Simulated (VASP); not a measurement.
Here is a VASP 6.6.1 calculation.

INCAR

```
PREC     = Accurate       # precision mode
ENCUT    = 600            # plane-wave cutoff, eV
EDIFF    = 1E-6           # SCF threshold, eV
ISMEAR   = 0              # smearing method
SIGMA    = 0.03           # smearing width, eV
LREAL    = F              # projectors in reciprocal space
LASPH    = T              # aspherical terms in the spheres
NELM     = 80             # most SCF steps
ALGO     = Normal         # electronic algorithm
ISIF     = 3              # what is computed and relaxed
LWAVE    = F              # write WAVECAR
LCHARG   = F              # write CHGCAR
IBRION   = 2              # ionic algorithm
NSW      = 90             # ionic steps
EDIFFG   = -0.01          # ionic threshold
PSTRESS  = 1480.0
```

KPOINTS

```
Automatic mesh
0
Gamma
  15 15 13
```

File POSCAR:

```
Se
1.0
    1.9250000000      1.1113992682      0.8816666667
   -1.9250000000      1.1113992682      0.8816666667
    0.0000000000     -2.2227985364      0.8816666667
Se
1
Direct
    0.0000000000      0.0000000000      0.0000000000
```

Potentials or basis: VASP PAW LDA potentials, release 64 (Se).

Run with:

```sh
$ cat potpaw_LDA.64/Se/POTCAR > POTCAR
$ mpirun -np 1 vasp_std > vasp.out
```

Q: What does it give for the space group after relaxing (to 0.05 Å)?

A: Im-3m (No. 229).

Q: Estimate the band gap on the k mesh.

A: None (metal or under the smearing width).

Q: Estimate the relaxed volume.

A: 11.28 Å³/atom.

Step by step:
```tsv
step	energy change (eV)	largest force (eV/Å)	pressure (GPa)	volume (Å³)
1	0.0000	0.0000	148.73	11.32
2	-0.0789	0.0000	143.84	11.40
3	-0.0771	0.0000	143.92	11.40
4	-0.0800	0.0000	143.77	11.40
5	-0.0888	0.0000	143.14	11.41
6	-0.1067	0.0000	141.83	11.43
7	-0.1408	0.0000	139.28	11.46
8	-0.1544	0.0000	138.43	11.48
9	-0.1488	0.0000	138.78	11.47
10	-0.1427	0.0000	139.11	11.46
11	-0.1236	0.0000	140.20	11.44
12	-0.0833	0.0000	142.07	11.39
13	0.0025	0.0000	147.30	11.29
14	0.2703	0.0000	162.46	11.05
15	0.0248	0.0000	148.74	11.27
16	0.0357	0.0000	149.33	11.25
17	0.0312	0.0000	149.09	11.26
18	0.0222	0.0000	148.55	11.27
19	0.0108	0.0000	147.88	11.28
20	0.0111	0.0000	147.89	11.28
21	0.0121	0.0000	147.94	11.28
22	0.0140	0.0000	148.04	11.28
```

Caveat: the cell is relaxed towards a set pressure, so the enthalpy falls and the energy may rise. LDA usually gives volumes a few per cent too small.
